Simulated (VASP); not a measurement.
Set up this calculation in VASP 6.6.1, as the native input.

```yaml
Task: band structure
Functional: LDA
Potentials_or_basis: VASP PAW LDA potentials, release 64 (Pb_d, O)
Cutoff: 520 eV
k_mesh: 5 × 5 × 6
Occupations: fermi-dirac, width 0.05 eV
Spin: spin-orbit coupling, no magnetisation
Further_INCAR_settings: ALGO = Fast; EDIFF = 1e-06; NBANDS = 68
```

The structure of PbO2 lies in POSCAR:

```
PbO2
1.0
    4.9949598700      0.0000000000      0.0000000000
    0.0000000000      4.9949598700      0.0000000000
    0.0000000000      0.0000000000      3.4090009600
Pb O
2 4
Direct
    0.5000000000      0.5000000000      0.5000000000
    0.0000000000      0.0000000000      0.0000000000
    0.6925710400      0.6925710400      0.0000000000
    0.8074289600      0.1925710400      0.5000000000
    0.1925710400      0.8074289600      0.5000000000
    0.3074289600      0.3074289600      0.0000000000
```

The cell is a database's computed one.

One way to write it, as run:

INCAR

```
SYSTEM = PbO2
ALGO = Fast
EDIFF = 1E-6
ENCUT = 520
GGA_COMPAT = .False.
ISIF = 2
ISMEAR = -1
LASPH = .True.
LCHARG = .False.
LNONCOLLINEAR = .True.
LORBIT = 11
LREAL = .False.
LSORBIT = .True.
LWAVE = .False.
MAGMOM = 0 0 0 0 0 0 0 0 0 0 0 0 0 0 0 0 0 0
NBANDS = 68
NELM = 60
PREC = Accurate
SIGMA = 0.05
```

KPOINTS

```
k-points
0
Gamma
  5 5 6
  0 0 0
```

KPOINTS_OPT

```
path GXMGZRAZ,XR,MA
15
line-mode
reciprocal
 0.0000000000  0.0000000000  0.0000000000  G
 0.0000000000  0.5000000000  0.0000000000  X

 0.0000000000  0.5000000000  0.0000000000  X
 0.5000000000  0.5000000000  0.0000000000  M

 0.5000000000  0.5000000000  0.0000000000  M
 0.0000000000  0.0000000000  0.0000000000  G

 0.0000000000  0.0000000000  0.0000000000  G
 0.0000000000  0.0000000000  0.5000000000  Z

 0.0000000000  0.0000000000  0.5000000000  Z
 0.0000000000  0.5000000000  0.5000000000  R

 0.0000000000  0.5000000000  0.5000000000  R
 0.5000000000  0.5000000000  0.5000000000  A

 0.5000000000  0.5000000000  0.5000000000  A
 0.0000000000  0.0000000000  0.5000000000  Z

 0.0000000000  0.5000000000  0.0000000000  X
 0.0000000000  0.5000000000  0.5000000000  R

 0.5000000000  0.5000000000  0.0000000000  M
 0.5000000000  0.5000000000  0.5000000000  A
```

Potentials or basis: VASP PAW LDA potentials, release 64 (Pb_d, O).

Run with:

```bash
$ cat potpaw_LDA.64/Pb_d/POTCAR potpaw_LDA.64/O/POTCAR > POTCAR
$ mpirun -np 1 vasp_ncl > vasp.out
```

Results of the run:

```
Pressure                                              : -3.9 GPa
Largest force                                         : 0.053 eV/Å
Valence electrons inside the program's atomic spheres : Pb 11.88; O 4.93
```

Wall time 20 min on 1 thread of Intel(R) Xeon(R) Platinum 8259CL CPU @ 2.50GHz (Skylake/Cascade Lake), on a shared host, peak memory 0.54 GiB.
